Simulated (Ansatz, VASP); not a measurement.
**Two plane-wave programs on Ti**

```xyz
4
Lattice="2.8870 0.0000 0.0000 -1.4435 2.5002 0.0000 0.0000 0.0000 9.2981" Properties=species:S:1:pos:R:3 pbc="T T T"
Ti    0.0000    0.0000    0.0000
Ti    0.0000    0.0000    4.6490
Ti    0.0000    1.6668    6.9736
Ti    1.4435    0.8334    2.3245
```

Alike in both runs: functional PBEsol; k mesh 6 × 6 × 2; occupations gaussian, width 0.1 eV; no spin polarisation.

Ansatz relaxed the structure, and its values are those at the end. VASP's run is a single point on that final structure, the one shown.

|  | VASP | Ansatz |
| --- | --- | --- |
| version | VASP 6.6.1 | Ansatz 0.2.0 |
| potentials or method | VASP PAW PBE potentials, release 64 (Ti_sv) | scalar-relativistic, plane waves, PAW |
| plane-wave cutoff (eV) | 520 | 420 |
| valence electrons in the cell | 48 | 48 |

VASP gave:

| Quantity | Value |
| --- | --- |
| gap on the k mesh at the Fermi level (eV) | none |
| pressure (GPa) | -0.3 |

Which values does Ansatz return?

gap on the k mesh at the Fermi level (eV): none; pressure (GPa): -0.1.

A gap of «none» marks a metal or a gap that the smearing closes.

Caveats: the k mesh is coarse (spacing up to 0.42 Å⁻¹), so the values aren't converged; the PAW data sets were made with another functional, which shifts forces and pressure a little (VASP).
